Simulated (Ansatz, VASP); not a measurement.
**One calculation of C, two programs**

Contents of INCAR:

```
SYSTEM = C
ALGO = Normal
EDIFF = 1E-7
ENCUT = 520
GGA = PE
ISIF = 2
ISMEAR = -1
LASPH = .True.
LCHARG = .False.
LREAL = .False.
LWAVE = .False.
NBANDS = 8
NELM = 60
PREC = Accurate
SIGMA = 0.1
```

Contents of KPOINTS:

```
k-points
0
Gamma
  25 25 25
  0 0 0
```

The input POSCAR:

```
C
1.0
   -1.1669305393      1.1669305393      1.1669305393
    1.1669305393     -1.1669305393      1.1669305393
    1.1669305393      1.1669305393     -1.1669305393
C
1
Direct
    0.0000000000      0.0000000000      0.0000000000
```

Input for Ansatz:

```yaml
crystal:
  lattice:
    - [-1.1669305393, 1.1669305393, 1.1669305393]
    - [1.1669305393, -1.1669305393, 1.1669305393]
    - [1.1669305393, 1.1669305393, -1.1669305393]
  atoms:
    - { symbol: C, position: [0.0, 0.0, 0.0] }
kpoints:
  mp_grid: { grid: [25, 25, 25] }
scf:
  occupations: { method: fermi_dirac, width: 0.1 }
hamiltonian:
  xc: pbe
  pseudopotentials: { kind: all_electron, lapw: { basis_error: 0.001 } }
output:
  forces: true
  stress: true
  eigenvalues: true
  populations: true
```

Change from the starting cell: volume scaled by 0.95, LAPW.

Alike in both runs: task single point; functional PBE; k mesh 25 × 25 × 25; occupations fermi-dirac, width 0.1 eV; no spin polarisation.

```csv
,VASP,Ansatz
version,VASP 6.6.1,Ansatz 0.2.0
potentials or method,"VASP PAW PBE potentials, release 64 (C)","all-electron LAPW, scalar-relativistic"
plane-wave cutoff (eV),520,see its input
```

Ansatz gave:

```
pressure (GPa) : 10.3
```

Problem. Which values does VASP return?

Solution. Pressure (GPa): 10.5.

Ansatz ran all-electron here, so the differences hold the error of VASP's frozen core and of both bases.
